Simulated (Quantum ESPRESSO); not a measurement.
# How BaO absorbs and reflects light, part 2 of 3

Aim: the dielectric function of BaO, and the optical constants that follow from it. The cell comes from an older database entry, whose edges can differ from later determinations, mostly by under a per cent.

Quantum ESPRESSO 7.5; DFT, PBE, plane waves with norm-conserving potentials (PseudoDojo), scalar-relativistic, independent-particle optical response without local fields and without the non-local commutator.

So far. Step 2 (Ground state): There is a gap, 2.08 eV on this mesh (points off the mesh can give less), so no carriers' term is needed.

The database entry behind the starting cell differs from later determinations by our own check (about 0.7 % short), so it need not match the best structure at ambient conditions.

## 3. Ground state with the final occupations

Level of this step: DFT, PBE, plane waves with norm-conserving potentials (PseudoDojo), scalar-relativistic, ground state (Quantum ESPRESSO).

With the gap or the metal settled, the ground state is repeated with the fitting occupations, and the later steps take its density.

Contents of scf.in:

```
&control
  calculation = 'scf'
  prefix = 'x'
  outdir = './tmp'
  pseudo_dir = './'
  verbosity = 'high'
/
&system
  ibrav = 0
  nat = 2
  ntyp = 2
  ecutwfc = 90
  occupations = 'fixed'
/
&electrons
  conv_thr = 1e-09
  electron_maxstep = 100
/
ATOMIC_SPECIES
  Ba 1.0 Ba.upf
  O 1.0 O.upf
CELL_PARAMETERS angstrom
  0.000000000000 2.750000000000 2.750000000000
  2.750000000000 0.000000000000 2.750000000000
  2.750000000000 2.750000000000 0.000000000000
ATOMIC_POSITIONS crystal
  Ba 0.000000000000 0.000000000000 0.000000000000
  O 0.500000000000 0.500000000000 0.500000000000
K_POINTS automatic
  7 7 7 0 0 0
```

On the command line:

```
$ mpirun -n 4 pw.x -nk 4 -in scf.in
```

Output:

```text
[banner, memory and clock lines left out]

     using ibrav=0 with symmetry is DISCOURAGED, use correct ibrav instead

     G-vector sticks info

     bravais-lattice index     =            0
     lattice parameter (alat)  =       7.3493  a.u.
     unit-cell volume          =     280.6885 (a.u.)^3
     number of atoms/cell      =            2
     number of atomic types    =            2
     number of electrons       =        16.00
     number of Kohn-Sham states=            8
     kinetic-energy cutoff     =      90.0000  Ry
     charge density cutoff     =     360.0000  Ry
     scf convergence threshold =      1.0E-09
     mixing beta               =       0.7000
     number of iterations used =            8  plain     mixing
     Exchange-correlation= PBE
                           (   1   4   3   4   0   0   0)

     celldm(1)=   7.349310  celldm(2)=   0.000000  celldm(3)=   0.000000
     celldm(4)=   0.000000  celldm(5)=   0.000000  celldm(6)=   0.000000

     crystal axes: (cart. coord. in units of alat)
               a(1) = (   0.000000   0.707107   0.707107 )
               a(2) = (   0.707107   0.000000   0.707107 )
               a(3) = (   0.707107   0.707107   0.000000 )

     reciprocal axes: (cart. coord. in units 2 pi/alat)
               b(1) = ( -0.707107  0.707107  0.707107 )
               b(2) = (  0.707107 -0.707107  0.707107 )
               b(3) = (  0.707107  0.707107 -0.707107 )

     ./Ba.upf
     Pseudo is Norm-conserving + core correction, Zval = 10.0
     Generated using ONCVPSP code by D. R. Hamann
     Using radial grid of 1958 points,  6 beta functions with:
                l(1) =   0
                l(2) =   0
                l(3) =   1
                l(4) =   1
                l(5) =   2
                l(6) =   2

     ./O.upf
     Pseudo is Norm-conserving + core correction, Zval =  6.0
     Generated using ONCVPSP code by D. R. Hamann
     Using radial grid of  936 points,  5 beta functions with:
                l(1) =   0
                l(2) =   0
                l(3) =   1
                l(4) =   1
                l(5) =   2

     atomic species   valence    mass     pseudopotential
     Ba               10.00     1.00000     Ba( 1.00)
     O                 6.00     1.00000     O ( 1.00)

     48 Sym. Ops., with inversion, found

                                    s                        frac. trans.

     [... symmetry matrices left out ...]
   Cartesian axes

     site n.     atom                  positions (alat units)
         1        Ba     tau(   1) = (   0.0000000   0.0000000   0.0000000  )
         2        O      tau(   2) = (   0.7071068   0.7071068   0.7071068  )

   Crystallographic axes

     site n.     atom                  positions (cryst. coord.)
         1        Ba     tau(   1) = (  0.0000000  0.0000000  0.0000000  )
         2        O      tau(   2) = (  0.5000000  0.5000000  0.5000000  )

     number of k points=    20
                       cart. coord. in units 2pi/alat
        k(    1) = (   0.0000000   0.0000000   0.0000000), wk =   0.0058309
        k(    2) = (   0.1010153   0.1010153  -0.1010153), wk =   0.0466472
        k(    3) = (   0.2020305   0.2020305  -0.2020305), wk =   0.0466472
        k(    4) = (   0.3030458   0.3030458  -0.3030458), wk =   0.0466472
        k(    5) = (   0.2020305  -0.0000000   0.0000000), wk =   0.0349854
        k(    6) = (   0.3030458   0.1010153  -0.1010153), wk =   0.1399417
        k(    7) = (   0.4040610   0.2020305  -0.2020305), wk =   0.1399417
        k(    8) = (  -0.2020305  -0.4040610   0.4040610), wk =   0.1399417
        k(    9) = (  -0.1010153  -0.3030458   0.3030458), wk =   0.1399417
        k(   10) = (  -0.0000000  -0.2020305   0.2020305), wk =   0.0699708
        k(   11) = (   0.4040610  -0.0000000   0.0000000), wk =   0.0349854
        k(   12) = (   0.5050763   0.1010153  -0.1010153), wk =   0.1399417
        k(   13) = (  -0.1010153  -0.5050763   0.5050763), wk =   0.1399417
        k(   14) = (   0.0000000  -0.4040610   0.4040610), wk =   0.0699708
        k(   15) = (   0.6060915  -0.0000000   0.0000000), wk =   0.0349854
        k(   16) = (  -0.0000000  -0.6060915   0.6060915), wk =   0.0699708
[...]
cryst. coord.
[...]
k(   13) = (  -0.0000000   0.2857143  -0.4285714), wk =   0.1399417
        k(   14) = (   0.0000000   0.2857143  -0.2857143), wk =   0.0699708
        k(   15) = (   0.0000000   0.4285714   0.4285714), wk =   0.0349854
        k(   16) = (   0.0000000   0.4285714  -0.4285714), wk =   0.0699708
        k(   17) = (   0.1428571   0.2857143   0.4285714), wk =   0.1399417
        k(   18) = (   0.1428571   0.2857143  -0.4285714), wk =   0.2798834
        k(   19) = (   0.1428571   0.4285714  -0.4285714), wk =   0.1399417
        k(   20) = (   0.1428571   0.4285714  -0.2857143), wk =   0.1399417

     Dense  grid:    32455 G-vectors     FFT dimensions: (  45,  45,  45)

     Initial potential from superposition of free atoms

     starting charge      15.9834, renormalised to      16.0000
     Starting wfcs are    9 randomized atomic wfcs

     Self-consistent Calculation

     iteration #  1     ecut=    90.00 Ry     beta= 0.70
     Davidson diagonalization with overlap

            56 MiB given to the printing process from OS
            24 MiB allocation reported by mallinfo(arena+hblkhd)
------------------
     ethr =  1.00E-02,  avg # of iterations =  1.9

     total energy              =     -89.00499139 Ry
     estimated scf accuracy    <       0.80902442 Ry

     iteration #  2     ecut=    90.00 Ry     beta= 0.70
     Davidson diagonalization with overlap

            67 MiB given to the printing process from OS
            33 MiB allocation reported by mallinfo(arena+hblkhd)
------------------
     ethr =  5.06E-03,  avg # of iterations =  5.0

     total energy              =     -88.87630973 Ry
     estimated scf accuracy    <       3.48378691 Ry

     iteration #  3     ecut=    90.00 Ry     beta= 0.70
     Davidson diagonalization with overlap

            69 MiB given to the printing process from OS
            34 MiB allocation reported by mallinfo(arena+hblkhd)
------------------
     ethr =  5.06E-03,  avg # of iterations =  4.2

     total energy              =     -89.45555757 Ry
     estimated scf accuracy    <       0.00936994 Ry

     iteration #  4     ecut=    90.00 Ry     beta= 0.70
     Davidson diagonalization with overlap

            70 MiB given to the printing process from OS
            35 MiB allocation reported by mallinfo(arena+hblkhd)
------------------
     ethr =  5.86E-05,  avg # of iterations =  4.0

     total energy              =     -89.45615702 Ry
     estimated scf accuracy    <       0.01501912 Ry

     iteration #  5     ecut=    90.00 Ry     beta= 0.70
     Davidson diagonalization with overlap

            71 MiB given to the printing process from OS
            36 MiB allocation reported by mallinfo(arena+hblkhd)
------------------
     ethr =  5.86E-05,  avg # of iterations =  2.9

     total energy              =     -89.45894145 Ry
     estimated scf accuracy    <       0.00001705 Ry

     iteration #  6     ecut=    90.00 Ry     beta= 0.70
     Davidson diagonalization with overlap

            72 MiB given to the printing process from OS
            37 MiB allocation reported by mallinfo(arena+hblkhd)
------------------
     ethr =  1.07E-07,  avg # of iterations =  5.8

     total energy              =     -89.45897075 Ry
     estimated scf accuracy    <       0.00030278 Ry

     iteration #  7     ecut=    90.00 Ry     beta= 0.70
     Davidson diagonalization with overlap

            73 MiB given to the printing process from OS
            38 MiB allocation reported by mallinfo(arena+hblkhd)
------------------
     ethr =  1.07E-07,  avg # of iterations =  3.8

     total energy              =     -89.45896329 Ry
     estimated scf accuracy    <       0.00004132 Ry

     iteration #  8     ecut=    90.00 Ry     beta= 0.70
     Davidson diagonalization with overlap

            74 MiB given to the printing process from OS
            39 MiB allocation reported by mallinfo(arena+hblkhd)
------------------
     ethr =  1.07E-07,  avg # of iterations =  4.5

     total energy              =     -89.45897416 Ry
     estimated scf accuracy    <       0.00006186 Ry

     iteration #  9     ecut=    90.00 Ry     beta= 0.70
     Davidson diagonalization with overlap

            75 MiB given to the printing process from OS
            40 MiB allocation reported by mallinfo(arena+hblkhd)
------------------
     ethr =  1.07E-07,  avg # of iterations =  3.4

     total energy              =     -89.45898367 Ry
     estimated scf accuracy    <       0.00000024 Ry

     iteration # 10     ecut=    90.00 Ry     beta= 0.70
     Davidson diagonalization with overlap

            76 MiB given to the printing process from OS
            41 MiB allocation reported by mallinfo(arena+hblkhd)
------------------
     ethr =  1.49E-09,  avg # of iterations =  3.2

     total energy              =     -89.45898364 Ry
     estimated scf accuracy    <       0.00000033 Ry

     iteration # 11     ecut=    90.00 Ry     beta= 0.70
     Davidson diagonalization with overlap

            76 MiB given to the printing process from OS
            41 MiB allocation reported by mallinfo(arena+hblkhd)
------------------
     ethr =  1.49E-09,  avg # of iterations =  2.1

     total energy              =     -89.45898366 Ry
     estimated scf accuracy    <       0.00000004 Ry

     iteration # 12     ecut=    90.00 Ry     beta= 0.70
     Davidson diagonalization with overlap

            76 MiB given to the printing process from OS
            41 MiB allocation reported by mallinfo(arena+hblkhd)
------------------
     ethr =  2.31E-10,  avg # of iterations =  2.9

     total energy              =     -89.45898366 Ry
     estimated scf accuracy    <          7.6E-09 Ry

     iteration # 13     ecut=    90.00 Ry     beta= 0.70
     Davidson diagonalization with overlap

            76 MiB given to the printing process from OS
            41 MiB allocation reported by mallinfo(arena+hblkhd)
------------------
     ethr =  4.73E-11,  avg # of iterations =  3.2

     End of self-consistent calculation

          k = 0.0000 0.0000 0.0000 (  4015 PWs)   bands (ev):

   -16.9370  -6.0648  -1.3940  -1.3940  -1.3940   8.5297   8.5297   8.5297

     occupation numbers
     1.0000   1.0000   1.0000   1.0000   1.0000   1.0000   1.0000   1.0000

          k = 0.1010 0.1010-0.1010 (  4029 PWs)   bands (ev):

   -16.8866  -6.2129  -1.4406  -1.4183  -1.4183   8.1195   8.2778   8.2778

     occupation numbers
     1.0000   1.0000   1.0000   1.0000   1.0000   1.0000   1.0000   1.0000

          k = 0.2020 0.2020-0.2020 (  4056 PWs)   bands (ev):

   -16.7696  -6.5466  -1.5365  -1.4713  -1.4713   7.4207   7.7881   7.7881

     occupation numbers
     1.0000   1.0000   1.0000   1.0000   1.0000   1.0000   1.0000   1.0000

          k = 0.3030 0.3030-0.3030 (  4062 PWs)   bands (ev):

   -16.6718  -6.8150  -1.6056  -1.5124  -1.5124   6.9661   7.4493   7.4493

     occupation numbers
     1.0000   1.0000   1.0000   1.0000   1.0000   1.0000   1.0000   1.0000

          k = 0.2020-0.0000 0.0000 (  4039 PWs)   bands (ev):

   -16.8704  -6.2303  -1.5169  -1.5169  -1.3632   7.7410   8.5122   8.5122

     occupation numbers
     1.0000   1.0000   1.0000   1.0000   1.0000   1.0000   1.0000   1.0000

          k = 0.3030 0.1010-0.1010 (  4041 PWs)   bands (ev):

   -16.7768  -6.4370  -1.6308  -1.6151  -1.5094   7.4448   8.1933   8.2868

     occupation numbers
     1.0000   1.0000   1.0000   1.0000   1.0000   1.0000   1.0000   1.0000

     [... further k points left out ...]

     highest occupied level (ev):     8.9144

!    total energy              =     -89.45898366 Ry
     estimated scf accuracy    <          6.9E-10 Ry

     The total energy is the sum of the following terms:
     one-electron contribution =      -9.31690086 Ry
     hartree contribution      =      14.30036128 Ry
     xc contribution           =     -21.86731091 Ry
     ewald contribution        =     -72.57513316 Ry

     convergence has been achieved in  13 iterations

     XML data file, charge density, pseudopotentials, collected wavefunctions

                                        0.00s GPU  (     286 calls)
```

Run time: 5.6 s. Hardware: 4 MPI ranks of Arm Neoverse V1, shared host; peak memory 0.07 GiB; 22 s of CPU time.

## 4. Bands on the whole mesh, 11×11×11

At the fixed density, many empty bands are solved on the mesh of the response, since the spectrum sums over them.

This step: DFT, PBE, plane waves with norm-conserving potentials (PseudoDojo), scalar-relativistic, bands at fixed density (Quantum ESPRESSO 7.5).

nscf.in, as its differences from scf.in of step 3:

```diff
@@ -1,3 +1,3 @@
 &control
-  calculation = 'scf'
+  calculation = 'nscf'
   prefix = 'x'
@@ -5,3 +5,2 @@
   pseudo_dir = './'
-  verbosity = 'high'
 /
@@ -13,2 +12,5 @@
   occupations = 'fixed'
+  nbnd = 26
+  nosym = .true.
+  noinv = .true.
 /
@@ -17,2 +19,3 @@
   electron_maxstep = 100
+  diago_full_acc = .true.
 /
@@ -29,2 +32,2 @@
 K_POINTS automatic
-  7 7 7 0 0 0
+  11 11 11 0 0 0
```

On the command line:

```
$ mpirun -n 4 pw.x -nk 4 -in nscf.in
```

Output:

```text
[banner, memory and clock lines left out]

     Atomic positions and unit cell read from directory:

     G-vector sticks info

     bravais-lattice index     =            0
     lattice parameter (alat)  =       7.3493  a.u.
     unit-cell volume          =     280.6885 (a.u.)^3
     number of atoms/cell      =            2
     number of atomic types    =            2
     number of electrons       =        16.00
     number of Kohn-Sham states=           26
     kinetic-energy cutoff     =      90.0000  Ry
     charge density cutoff     =     360.0000  Ry
     Exchange-correlation= PBE
                           (   1   4   3   4   0   0   0)

     celldm(1)=   7.349310  celldm(2)=   0.000000  celldm(3)=   0.000000
     celldm(4)=   0.000000  celldm(5)=   0.000000  celldm(6)=   0.000000

     crystal axes: (cart. coord. in units of alat)
               a(1) = (   0.000000   0.707107   0.707107 )
               a(2) = (   0.707107   0.000000   0.707107 )
               a(3) = (   0.707107   0.707107   0.000000 )

     reciprocal axes: (cart. coord. in units 2 pi/alat)
               b(1) = ( -0.707107  0.707107  0.707107 )
               b(2) = (  0.707107 -0.707107  0.707107 )
               b(3) = (  0.707107  0.707107 -0.707107 )

     ./Ba.upf
     Pseudo is Norm-conserving + core correction, Zval = 10.0
     Generated using ONCVPSP code by D. R. Hamann
     Using radial grid of 1958 points,  6 beta functions with:
                l(1) =   0
                l(2) =   0
                l(3) =   1
                l(4) =   1
                l(5) =   2
                l(6) =   2

     ./O.upf
     Pseudo is Norm-conserving + core correction, Zval =  6.0
     Generated using ONCVPSP code by D. R. Hamann
     Using radial grid of  936 points,  5 beta functions with:
                l(1) =   0
                l(2) =   0
                l(3) =   1
                l(4) =   1
                l(5) =   2

     atomic species   valence    mass     pseudopotential
     Ba               10.00     1.00000     Ba( 1.00)
     O                 6.00     1.00000     O ( 1.00)

     No symmetry found

   Cartesian axes

     site n.     atom                  positions (alat units)
         1        Ba     tau(   1) = (   0.0000000   0.0000000   0.0000000  )
         2        O      tau(   2) = (   0.7071068   0.7071068   0.7071068  )

     number of k points=  1331

     Number of k-points >= 100: set verbosity='high' to print them.

     Dense  grid:    32455 G-vectors     FFT dimensions: (  45,  45,  45)

     The potential is recalculated from file :

     Starting wfcs are    9 randomized atomic wfcs +   17 random wfcs

     Band Structure Calculation
     Davidson diagonalization with overlap

     ethr =  6.25E-12,  avg # of iterations = 38.4

     End of band structure calculation

     Number of k-points >= 100: set verbosity='high' to print the bands.

     highest occupied, lowest unoccupied level (ev):     8.9461   10.9413

     XML data file, pseudopotentials, collected wavefunctions

                                        0.00s GPU  (   14048 calls)

[... left out ...]
ulation
     Davidson diagonalization with overlap

     ethr =  6.25E-12,  avg # of iterations = 38.4

     End of band structure calculation

     Number of k-points >= 100: set verbosity='high' to print the bands.

     highest occupied, lowest unoccupied level (ev):     8.9461   10.9413

     XML data file, pseudopotentials, collected wavefunctions

                                        0.00s GPU  (   14048 calls)
```

Wall time 7.9 min (4 MPI ranks); peak memory 0.06 GiB.

[end of part 2 of 3]

[Machine, clock, banner and «Message from routine» lines are left out of the logs.]

[Logs are printed without paths, hosts, clocks, repeated set-up lines and the standing remarks that a program may print on its own settings, such as how far it seeks lower states.]

[Hosts, paths, dates, database ids (printed as entryN), source tags and the programs' standing remarks are cut or masked in the printed files.]
